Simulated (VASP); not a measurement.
Crystal: Mg.

```
Mg
1.0
     3.20930    0.00000    0.00000
    -1.60465    2.77934    0.00000
     0.00000    0.00000    5.21030
Mg
2
Cartesian
  1.6047 0.9264 3.9077
  0.0000 1.8529 1.3026
```

* Program: VASP 6.6.1
* Task: relaxation of cell and atoms
* Functional: PBE
* Potentials or basis: VASP PAW PBE potentials, release 64 (Mg)
* Cutoff: 600 eV
* k mesh: 10 × 10 × 5
* Occupations: fermi-dirac, width 0.05 eV
* Spin: no spin polarisation

At the start: pressure -0.5 GPa; volume 23.24 Å³/atom.

Q: Where does the relaxation end?

A: Over 6 steps the energy falls by 2.9 meV/atom and the volume is 22.93 Å³/atom (-1.3 %); space group P6_3/mmc (No. 194, to 0.05 Å).

The path:
```
step  energy change (eV)  largest force (eV/Å)  pressure (GPa)  volume (Å³)
   1              0.0000                0.0000           -0.50        46.47
   2             -0.0028                0.0000           -0.12        45.99
   3             -0.0044                0.0000            0.44        45.32
   4             -0.0054                0.0000            0.33        45.48
   5             -0.0054                0.0000            0.34        45.46
   6             -0.0058                0.0000            0.02        45.85
```

Final structure:
```
Mg
1.0
     3.16382    0.00000    0.00000
    -1.58191    2.73995    0.00000
     0.00000    0.00000    5.28930
Mg
2
Cartesian
  1.5819 0.9133 3.9670
  0.0000 1.8266 1.3223
```
